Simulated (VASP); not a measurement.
Wanted: the native input for a VASP 6.6.1 run.

```
Task                   : relaxation of cell and atoms
Functional             : LDA
Potentials or basis    : VASP PAW LDA potentials, release 64 (In_d)
Cutoff                 : 600 eV
k mesh                 : 20 × 20 × 20
Occupations            : methfessel-paxton, width 0.1 eV
Spin                   : no spin polarisation
Further INCAR settings : ALGO = Normal; EDIFF = 1e-07; IBRION = 2; EDIFFG = -0.005; NSW = 90; ISIF = 3
```

The structure of In lies in POSCAR:

```
In                                      
1.0
   -1.6058689381      1.6058689381      2.3917017696
    1.6058689381     -1.6058689381      2.3917017696
    1.6058689381      1.6058689381     -2.3917017696
  In            
     1
Direct
     0.0000000000000000    0.0000000000000000    0.0000000000000000
```

These files were run (other wordings do the same):

INCAR

```
PREC = Accurate
ENCUT = 600
EDIFF = 1E-7
ISMEAR = 1
SIGMA = 0.1
LREAL = False
LASPH = True
NELM = 80
ALGO = Normal
ISIF = 3
LWAVE = False
LCHARG = False
IBRION = 2
NSW = 90
EDIFFG = -0.005
```

KPOINTS

```
Automatic mesh
0
Gamma
  20 20 20
```

Potentials or basis: VASP PAW LDA potentials, release 64 (In_d).

The run is started by

```sh
$ cat potpaw_LDA.64/In_d/POTCAR > POTCAR
$ mpirun -np 1 vasp_std > vasp.out
```

Results of the run:

```
Pressure after relaxing : 0.0 GPa
Band gap on the k mesh  : none (metal or under the smearing width)
```

Caveat: the relaxation stopped at its first step, so nothing moved.

Run time: 90 s on 1 thread of Intel(R) Xeon(R) Platinum 8488C (Sapphire Rapids), on a shared host, peak memory 0.3 GiB.
